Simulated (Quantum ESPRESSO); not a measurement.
The system is Pt.

```
CELL_PARAMETERS angstrom
0.00000 1.96090 1.96090
1.96090 0.00000 1.96090
1.96090 1.96090 0.00000
ATOMIC_POSITIONS crystal
Pt 0.00000 0.00000 0.00000
```

| Item | Value |
| --- | --- |
| Program | Quantum ESPRESSO 7.5 |
| Task | phonons and electron-phonon coupling |
| Functional | PBE |
| Potentials or basis | GBRV 1.5 PBE |
| Cutoff | 612 eV |
| Density cutoff | 4898 eV |
| k mesh | 12 × 12 × 12 |
| Occupations | methfessel-paxton, width 0.272 eV |
| Spin | no spin polarisation |
| Mixing beta | 0.5 |
| Most SCF iterations | 120 |
| SCF threshold | 2e-10 Ry |
| q mesh | 4 × 4 × 4 |

The cell and the atoms were relaxed first, to 15.57 Å³/atom (a = 2.803 Å, b = 2.803 Å, c = 2.803 Å, α = 60.00°, β = 60.00°, γ = 60.00°), and the response was taken there.

Levels for the coupling come from a 36 × 36 × 36 mesh; ten broadenings of the double delta from 0.07 to 0.68 eV; Tc from the McMillan formula in the Allen-Dynes form.

Problem. How strong is the electron-phonon coupling, and what superconducting temperature follows?

Solution. Over broadenings from 0.27 to 0.54 eV, λ lies between 0.41 and 0.47 and ω_log near 120 K, which gives Tc from 0.5 to 1.2 K at μ* = 0.10 and from 0.2 to 0.7 K at μ* = 0.13.

Electron-phonon coupling by broadening of the double delta (levels on a 36 × 36 × 36 mesh):
| broadening (eV) | λ | N(E_F) (states/eV a spin and cell) | ω_log (K) | Tc, μ* 0.10 (K) | Tc, μ* 0.13 (K) |
| --- | --- | --- | --- | --- | --- |
| 0.07 | 0.61 | 1.078 | 130 | 3.1 | 2.2 |
| 0.14 | 0.55 | 1.001 | 125 | 2.1 | 1.4 |
| 0.20 | 0.51 | 0.937 | 122 | 1.5 | 0.9 |
| 0.27 | 0.47 | 0.874 | 120 | 1.2 | 0.7 |
| 0.34 | 0.45 | 0.818 | 119 | 0.9 | 0.5 |
| 0.41 | 0.43 | 0.768 | 119 | 0.8 | 0.4 |
| 0.48 | 0.42 | 0.724 | 119 | 0.6 | 0.3 |
| 0.54 | 0.41 | 0.686 | 120 | 0.5 | 0.2 |
| 0.61 | 0.39 | 0.653 | 120 | 0.5 | 0.2 |
| 0.68 | 0.38 | 0.624 | 121 | 0.4 | 0.2 |

Phonon frequencies at the corners of the path (cm⁻¹, interpolated; i marks imaginary ones):
| point | frequencies |
| --- | --- |
| Γ | 0 0 0 |
| X | 123 123 182 |
| W | 103 147 147 |
| K | 109 136 160 |
| L | 90 90 187 |
| U | 109 136 160 |

The same from a weighted sum over the computed q points, without interpolation:
| broadening (eV) | λ | ω_log (K) | Tc, μ* 0.10 (K) | Tc, μ* 0.13 (K) |
| --- | --- | --- | --- | --- |
| 0.07 | 0.59 | 133 | 2.9 | 2.0 |
| 0.14 | 0.52 | 134 | 1.9 | 1.2 |
| 0.20 | 0.47 | 134 | 1.3 | 0.7 |
| 0.27 | 0.44 | 134 | 0.9 | 0.5 |
| 0.34 | 0.41 | 134 | 0.7 | 0.3 |
| 0.41 | 0.40 | 134 | 0.5 | 0.2 |
| 0.48 | 0.38 | 135 | 0.4 | 0.2 |
| 0.54 | 0.37 | 135 | 0.4 | 0.1 |
| 0.61 | 0.36 | 135 | 0.3 | 0.1 |
| 0.68 | 0.35 | 136 | 0.3 | 0.1 |

The smallest broadenings aren't converged on these meshes, and μ* is assumed, not computed; spin fluctuations are left out.

Caveat: λ from interpolated matrix elements is rough: modes that symmetry makes equal can differ by tens of percent.
